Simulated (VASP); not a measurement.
# NiGe (Pnma) in VASP: reference runs

Aim: a first look at NiGe with PBE, on the cell as given and on a disturbed one.

Program: VASP 6.6.1. These are calculated values, not measurements. Logs are shortened: lines on timing, memory, paths and dates and some standing lists are left out, and cuts for length are marked.

### Step 1. The structure

The structure is orthorhombic, space group Pnma (No. 62). Conventional cell: a = 5.381 Å, b = 3.428 Å, c = 5.811 Å, α = 90.00°, β = 90.00°, γ = 90.00°. Ge (site symmetry m) is surrounded by 6 Ni at 2.33 to 2.49 Å. Ni (site symmetry m) is surrounded by 6 Ge at 2.33 to 2.49 Å.

### Step 2. Single point, PBE, collinear spin, ferromagnetic start

INCAR reads:

```
SYSTEM = NiGe
PREC     = Accurate       ! precision mode
ENCUT    = 520            ! plane-wave cutoff, eV
EDIFF    = 1E-7           ! SCF threshold, eV
ISMEAR   = -1             ! smearing method
SIGMA    = 0.05           ! smearing width, eV
LREAL    = .FALSE.        ! projectors in reciprocal space
LASPH    = .TRUE.         ! aspherical terms in the spheres
NELM     = 150            ! most SCF steps
ALGO     = Normal         ! electronic algorithm
ISIF     = 2              ! what is computed and relaxed
LWAVE    = .FALSE.        ! write WAVECAR
LCHARG   = .FALSE.        ! write CHGCAR
ISPIN    = 2              ! spin polarisation
MAGMOM   = 0 0 0 0 1 1 1 1 ! initial moments
LORBIT   = 11             ! projections on sites
LMAXMIX  = 4              ! l up to which the mixer works
GGA      = PE             ! functional
NBANDS   = 62             ! bands
```

KPOINTS reads:

```
regular mesh
0
G
  5 8 5
  0 0 0
```

POSCAR reads:

```
NiGe
1.0
    5.3810000000      0.0000000000      0.0000000000
    0.0000000000      3.4280000000      0.0000000000
    0.0000000000      0.0000000000      5.8110000000
Ge Ni
4 4
Direct
    0.3120000000      0.7500000000      0.9170000000
    0.6880000000      0.2500000000      0.0830000000
    0.1880000000      0.2500000000      0.4170000000
    0.8120000000      0.7500000000      0.5830000000
    0.4950000000      0.7500000000      0.3100000000
    0.5050000000      0.2500000000      0.6900000000
    0.0050000000      0.2500000000      0.8100000000
    0.9950000000      0.7500000000      0.1900000000
```

Potentials or basis: VASP PAW PBE potentials, release 64 (Ge_d, Ni).

Started as:

```console
$ cat potpaw_PBE.64/Ge_d/POTCAR potpaw_PBE.64/Ni/POTCAR > POTCAR
$ mpirun -np 1 vasp_std > vasp.out
```

OUTCAR:

```text
SYSTEM = NiGe
   PREC = Accurate
   ENCUT = 520
   EDIFF = 1E-7
   ISMEAR = -1
   LREAL = .FALSE.
   LASPH = .TRUE.
   NELM = 150
   ISIF = 2
   ISPIN = 2
   LORBIT = 11
   GGA = PE

 ion  position               nearest neighbor table
   1  0.312  0.750  0.917-   8 2.33   6 2.40   6 2.40   7 2.46   7 2.46   5 2.49   2 2.82   2 2.82

   2  0.688  0.250  0.083-   7 2.33   5 2.40   5 2.40   8 2.46   8 2.46   6 2.49   1 2.82   1 2.82

   3  0.188  0.250  0.417-   6 2.33   8 2.40   8 2.40   5 2.46   5 2.46   7 2.49   4 2.82   4 2.82

   4  0.812  0.750  0.583-   5 2.33   7 2.40   7 2.40   6 2.46   6 2.46   8 2.49   3 2.82   3 2.82

   5  0.495  0.750  0.310-   4 2.33   2 2.40   2 2.40   3 2.46   3 2.46   1 2.49   8 2.78   8 2.78
                             6 2.80   6 2.80
   6  0.505  0.250  0.690-   3 2.33   1 2.40   1 2.40   4 2.46   4 2.46   2 2.49   7 2.78   7 2.78
                             5 2.80   5 2.80
   7  0.005  0.250  0.810-   2 2.33   4 2.40   4 2.40   1 2.46   1 2.46   3 2.49   6 2.78   6 2.78
                             8 2.80   8 2.80
   8  0.995  0.750  0.190-   1 2.33   3 2.40   3 2.40   2 2.46   2 2.46   4 2.49   5 2.78   5 2.78
                             7 2.80   7 2.80

  LATTYP: Found a simple orthorhombic cell.
 ALAT       =     3.4280000000
 B/A-ratio  =     1.5697199533
 C/A-ratio  =     1.6951575263

  Lattice vectors:

 A1 = (   0.0000000000,  -3.4280000000,   0.0000000000)
 A2 = (   5.3810000000,   0.0000000000,   0.0000000000)
 A3 = (   0.0000000000,   0.0000000000,   5.8110000000)

Analysis of symmetry for initial positions (statically):
=====================================================================
 Subroutine PRICEL returns:
 Original cell was already a primitive cell.

 Routine SETGRP: Setting up the symmetry group for a
 simple orthorhombic supercell.

 Subroutine GETGRP returns: Found  8 space group operations
 (whereof  2 operations were pure point group operations)
 out of a pool of  8 trial point group operations.

The static configuration has the point symmetry S_2 .
 The point group associated with its full space group is D_2h.

Analysis of symmetry for dynamics (positions and initial velocities):
=====================================================================
 Subroutine PRICEL returns:
 Original cell was already a primitive cell.

 Routine SETGRP: Setting up the symmetry group for a
 simple orthorhombic supercell.

 Subroutine GETGRP returns: Found  8 space group operations
 (whereof  2 operations were pure point group operations)
 out of a pool of  8 trial point group operations.

The dynamic configuration has the point symmetry S_2 .
 The point group associated with its full space group is D_2h.

Analysis of structural, dynamic, and magnetic symmetry:
=====================================================================
 Subroutine PRICEL returns:
 Original cell was already a primitive cell.

 Routine SETGRP: Setting up the symmetry group for a
 simple orthorhombic supercell.

 Subroutine GETGRP returns: Found  8 space group operations
 (whereof  2 operations were pure point group operations)
 out of a pool of  8 trial point group operations.

The overall configuration has the point symmetry S_2 .
 The point group associated with its full space group is D_2h.

 Subroutine INISYM returns: Found  8 space group operations
 (whereof  2 operations are pure point group operations),
 and found     1 'primitive' translations

----------------------------------------------------------------------------------------

                                     Primitive cell

  volume of cell :     107.1901

  direct lattice vectors                    reciprocal lattice vectors
     5.381000000  0.000000000  0.000000000     0.185839063  0.000000000  0.000000000
     0.000000000  3.428000000  0.000000000     0.000000000  0.291715286  0.000000000
     0.000000000  0.000000000  5.811000000     0.000000000  0.000000000  0.172087420

  length of vectors
     5.381000000  3.428000000  5.811000000     0.185839063  0.291715286  0.172087420
[... 77 lines left out ...]
   total plane-waves  NPLWV =  53760
   dimension x,y,z NGX =    40 NGY =   28 NGZ =   48
   dimension x,y,z NGXF=    80 NGYF=   56 NGZF=   96
   ions per type =               4   4
   NGX,Y,Z   is equivalent  to a cutoff of  12.36, 13.58, 13.73 a.u.
   NGXF,Y,Z  is equivalent  to a cutoff of  24.72, 27.16, 27.46 a.u.
 SYSTEM =  NiGe
   PREC   = accura    normal or accurate (medium, high low for compatibility)
   ISTART =      0    job   : 0-new  1-cont  2-samecut
   ICHARG =      2    charge: 1-file 2-atom 10-const
   ISPIN  =      2    spin polarized calculation?
   LNONCOLLINEAR =      F non collinear calculations
   LSORBIT =      F    spin-orbit coupling
   LASPH  =      T    aspherical Exc in radial PAW
   ENCUT  =  520.0 eV  38.22 Ry    6.18 a.u.  10.01  6.37 10.80*2*pi/ulx,y,z
   NELM   =    150;   NELMIN=  2; NELMDL= -5     # of ELM steps
   EDIFF  = 0.1E-06   stopping-criterion for ELM
   LREAL  =      F    real-space projection
   EDIFFG = 0.1E-05   stopping-criterion for IOM
   NSW    =      0    number of steps for IOM
   IBRION =     -1    ionic relax: 0-MD 1-quasi-New 2-CG
   NFREE  =      0    steps in history (QN), initial steepest desc. (CG)
   ISIF   =      2    stress and relaxation
   ISYM   =      2    0-nonsym 1-usesym 2-fastsym
   POTIM  = 0.5000    time-step for ionic-motion
   TEBEG  =    0.0;   TEEND  =   0.0 temperature during run
   PSTRESS=    0.0 pullay stress
   NELECT =      96.0000    total number of electrons
   NUPDOWN=      -1.0000    fix difference up-down
   EMIN   =  10.00;   EMAX   =-10.00  energy-range for DOS
   EFERMI =   0.00;   METHOD = LEGACY
   ISMEAR =    -1;   SIGMA  =   0.05  broadening in eV -4-tet -1-fermi 0-gaus
   EFERMI_NEDOS =   21; number of points for ismear=-14 and -15
   IALGO  =     38    algorithm
   IMIX   =      4    mixing-type and parameters
     AMIX     =   0.40;   BMIX     =  1.00
     AMIX_MAG =   1.60;   BMIX_MAG =  1.00
  volume/ion in A,a.u.               =      13.40        90.42
  Fermi-wavevector in a.u.,A,eV,Ry     =   1.578024  2.982033 33.880692  2.490161
  Thomas-Fermi vector in A             =   2.678618
   LORBIT       =     11    0 simple, 1 ext, 2 COOP (PROOUT), +10 PAW based schemes
   GGA     = PE    functional components
   LHFCALC =     F    Hartree Fock is set to
   AEXX    =    0.0000 exact exchange contribution
   IVDW    =     0    specifies the selected vdW correction
   LEPSILON=     F    determine dielectric tensor
   LRPA    =     F    only Hartree local field effects (RPA)
 spin polarized calculation
  energy-cutoff  :      520.00
  volume of cell :      107.19
 maximum number of plane-waves:      2907
   NGX = 21   NGY = 13   NGZ = 21

 number of electron      96.0000018 magnetization       0.0001512

 number of electron      96.0000018 magnetization      -0.0000407

 Free energy of the ion-electron system (eV)
  ---------------------------------------------------
  ext. energy  EPLUGINS =         0.00000000
  ---------------------------------------------------
  free energy    TOTEN  =       -42.36254679 eV

  energy without entropy =      -42.34005885  energy(sigma->0) =      -42.35130282

 E-fermi :   8.9744     XC(G=0): -12.5353

 val. band max:        8.9715590479   @ k =   0.4000   0.0000   0.2000
 cond. band min:       8.9933321585   @ k =   0.4000   0.1250   0.2000
 fundamental gap:      0.0217731107
 Fermi energy:         8.9743926508

 spin component 1

 k-point     1 :       0.0000    0.0000    0.0000
  band No.  band energies     occupation
      1     -15.7801      1.00000
      2     -15.7688      1.00000
      3     -15.7569      1.00000
      4     -15.7564      1.00000
      5     -15.7330      1.00000
      6     -15.7174      1.00000
[... 1501 lines left out ...]
     59      16.4730      0.00000
     60      16.6669      0.00000

 [... further k-points ...]

 spin component 2

 k-point     1 :       0.0000    0.0000    0.0000
  band No.  band energies     occupation
      1     -15.7801      1.00000
      2     -15.7688      1.00000
      3     -15.7569      1.00000
      4     -15.7564      1.00000
      5     -15.7330      1.00000
      6     -15.7174      1.00000
[... 1501 lines left out ...]
     59      16.4730      0.00000
     60      16.6669      0.00000

 [... further k-points ...]

 [bands above 60 left out]

------------------------ aborting loop because EDIFF is reached ----------------------------------------

  FORCE on cell =-STRESS in cart. coord.  units (eV):
  Direction    XX          YY          ZZ          XY          YZ          ZX
  --------------------------------------------------------------------------------------
  -------------------------------------------------------------------------------------
  Total        2.0456693      2.7495482      2.8309436     -0.0000000      0.0000000      0.0000000
  in kB       30.5767502     41.0976741     42.3142962     -0.0000000      0.0000000      0.0000000
  external PRESSURE =      37.9962402 kB  Pullay stress =       0.0000000 kB

 VOLUME and BASIS-vectors are now :
 -----------------------------------------------------------------------------
  energy-cutoff  :      520.00
  volume of cell :      107.19
      direct lattice vectors                 reciprocal lattice vectors
     5.381000000  0.000000000  0.000000000     0.185839063  0.000000000  0.000000000
     0.000000000  3.428000000  0.000000000     0.000000000  0.291715286  0.000000000
     0.000000000  0.000000000  5.811000000     0.000000000  0.000000000  0.172087420

 POSITION                                       TOTAL-FORCE (eV/Angst)
 -----------------------------------------------------------------------------------
      1.67887      2.57100      5.32869        -0.058344     -0.000000     -0.152291
      3.70213      0.85700      0.48231         0.058344     -0.000000      0.152291
      1.01163      0.85700      2.42319         0.058344      0.000000     -0.152291
      4.36937      2.57100      3.38781        -0.058344     -0.000000      0.152291
      2.66359      2.57100      1.80141        -0.090577     -0.000000      0.024247
      2.71741      0.85700      4.00959         0.090577     -0.000000     -0.024247
      0.02691      0.85700      4.70691         0.090577      0.000000      0.024247
      5.35409      2.57100      1.10409        -0.090577     -0.000000     -0.024247
 -----------------------------------------------------------------------------------
    total drift:                               -0.000000      0.000000     -0.000000

  FREE ENERGIE OF THE ION-ELECTRON SYSTEM (eV)
  ---------------------------------------------------
  free  energy   TOTEN  =       -42.3625467937 eV

  energy  without entropy=      -42.3400588502  energy(sigma->0) =      -42.35130282

 total charge

# of ion       s       p       d       tot
------------------------------------------
    1        1.141   1.193  10.085  12.419
    2        1.141   1.193  10.085  12.419
    3        1.141   1.193  10.085  12.419
    4        1.141   1.193  10.085  12.419
    5        0.455   0.531   8.448   9.434
    6        0.455   0.531   8.448   9.434
    7        0.455   0.531   8.448   9.434
    8        0.455   0.531   8.448   9.434
--------------------------------------------------
tot          6.382   6.895  74.135  87.413

 magnetization (x)

# of ion       s       p       d       tot
------------------------------------------
    1        0.000  -0.000   0.000   0.000
    2        0.000  -0.000   0.000   0.000
    3        0.000  -0.000   0.000   0.000
    4        0.000  -0.000   0.000   0.000
    5       -0.000  -0.000  -0.000  -0.000
    6       -0.000  -0.000  -0.000  -0.000
    7       -0.000  -0.000  -0.000  -0.000
    8       -0.000  -0.000  -0.000  -0.000
--------------------------------------------------
tot         -0.000  -0.000  -0.000  -0.000
```

Wall time 7.1 min (1 thread of AMD EPYC 9R45 (Zen 5), shared host); peak memory 0.5 GiB.

What came out:

| Item | Value |
| --- | --- |
| Free energy | -42.3625 eV |
| Pressure | 3.8 GPa |
| Largest force | 0.163 eV/Å |
| Band gap on the k mesh | none (metal or under the smearing width) |
| Net moment | 0.00 μB per cell |
| Valence electrons inside the program's atomic spheres | Ge 12.42; Ni 9.43 |

Forces in eV/Å, atoms in the order of the input:
```
Ge  -0.058  0.000 -0.152
Ge   0.058  0.000  0.152
Ge   0.058  0.000 -0.152
Ge  -0.058  0.000  0.152
Ni  -0.091  0.000  0.024
Ni   0.091  0.000 -0.024
Ni   0.091  0.000  0.024
Ni  -0.091  0.000 -0.024
```

Stress tensor (GPa, compression positive):
```
3.06 0.00 0.00
0.00 4.11 0.00
0.00 0.00 4.23
```

### Step 3. Single point, PBE, collinear spin, ferromagnetic start (atoms moved at random, drawn with an rms of 0.05 Å)

INCAR reads:

```
ALGO     = Normal         # electronic algorithm
EDIFF    = 1E-7           # SCF threshold, eV
ENCUT    = 520            # plane-wave cutoff, eV
GGA      = PE             # functional
ISIF     = 2              # what is computed and relaxed
ISMEAR   = -1             # smearing method
ISPIN    = 2              # spin polarisation
LASPH    = True           # aspherical terms in the spheres
LCHARG   = False          # write CHGCAR
LMAXMIX  = 4              # l up to which the mixer works
LORBIT   = 11             # projections on sites
LREAL    = False          # projectors in reciprocal space
LWAVE    = False          # write WAVECAR
MAGMOM   = 0 0 0 0 1 1 1 1 # initial moments
NBANDS   = 62             # bands
NELM     = 100            # most SCF steps
PREC     = Accurate       # precision mode
SIGMA    = 0.05           # smearing width, eV
```

KPOINTS reads:

```
k-points
0
Gamma
  5 8 5
```

POSCAR reads:

```
NiGe
1.0
    5.3810000000      0.0000000000      0.0000000000
    0.0000000000      3.4280000000      0.0000000000
    0.0000000000      0.0000000000      5.8110000000
Ge Ni
4 4
Direct
    0.3087000000      0.7448410000      0.9157060000
    0.6946810000      0.2637460000      0.0780930000
    0.1854850000      0.2631130000      0.4168100000
    0.8123520000      0.7570660000      0.5835710000
    0.4905220000      0.7636300000      0.3027330000
    0.5054780000      0.2413330000      0.6891860000
    0.0023600000      0.2465050000      0.8156140000
    0.9965210000      0.7558300000      0.1956180000
```

Potentials or basis: VASP PAW PBE potentials, release 64 (Ge_d, Ni).

Started as:

```console
$ cat potpaw_PBE.64/Ge_d/POTCAR potpaw_PBE.64/Ni/POTCAR > POTCAR
$ mpirun -np 1 vasp_std > vasp.out
```

Wall time 19 min (1 thread of AMD EPYC 9R45 (Zen 5), shared host); peak memory 0.87 GiB.

It converged, with:

| Property | Result |
| --- | --- |
| Free energy | -42.3025 eV |
| Pressure | 4.2 GPa |
| Largest force | 0.864 eV/Å |
| Band gap on the k mesh | none (metal or under the smearing width) |
| Net moment | 0.00 μB per cell |
| Valence electrons inside the program's atomic spheres | Ge 12.42, 12.43, 12.41; Ni 9.41, 9.43, 9.46 |

Forces in eV/Å, atoms in the order of the input:
```
Ge   0.073  0.058 -0.143
Ge  -0.570 -0.127  0.637
Ge   0.299 -0.165  0.013
Ge  -0.284 -0.235  0.018
Ni   0.236 -0.064  0.261
Ni  -0.038  0.248 -0.087
Ni   0.483  0.159 -0.435
Ni  -0.199  0.126 -0.265
```

Stress tensor (GPa, compression positive):
```
 3.49 -0.11 -0.77
-0.11  4.27  0.12
-0.77  0.12  4.91
```

Levels at points of the mesh, in eV from the Fermi level:
Spin up:
| k point | band 44 | band 45 | band 46 | band 47 | band 48 | band 49 | band 50 | band 51 | band 52 | band 53 |
| --- | --- | --- | --- | --- | --- | --- | --- | --- | --- | --- |
| (0.00, 0.00, 0.00) | -1.76 | -1.72 | -1.16 | -0.93 | -0.73 | 0.57 | 0.75 | 4.01 | 4.09 | 4.48 |
| (0.00, 0.50, 0.00) | -1.77 | -1.63 | -1.57 | -1.30 | -1.22 | -0.59 | -0.57 | 1.90 | 1.95 | 2.10 |
Spin down:
```csv
k point,band 44,band 45,band 46,band 47,band 48,band 49,band 50,band 51,band 52,band 53
"(0.00, 0.00, 0.00)",-1.76,-1.72,-1.16,-0.93,-0.73,0.57,0.75,4.01,4.09,4.48
"(0.00, 0.50, 0.00)",-1.77,-1.62,-1.57,-1.30,-1.22,-0.59,-0.57,1.90,1.95,2.10
```
